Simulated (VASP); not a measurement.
Crystal: HgSe.

```
Hg Se
1.0
     0.00000    3.03900    3.03900
     3.03900    0.00000    3.03900
     3.03900    3.03900    0.00000
Hg Se
1 1
Direct
  0.00000 0.00000 0.00000
  0.75000 0.75000 0.75000
```

Base run:

```yaml
Program: VASP 6.6.1
Functional: PBE
Potentials_or_basis: VASP PAW PBE potentials, release 64 (Hg, Se)
Cutoff: 520 eV
k_mesh: 8 × 8 × 8
Occupations: gaussian, width 0.012 eV
Spin: no spin polarisation
```

Its results: pressure 5.0 GPa.

Problem. The run is repeated on the same cell with these changes: functional from PBE to MS2; occupations from gaussian, width 0.012 eV to fermi-dirac, width 0.05 eV. What comes out?

Solution. Pressure 2.2 GPa.

Caveats: the PAW data sets were made with another functional, which shifts forces and pressure a little (some runs).
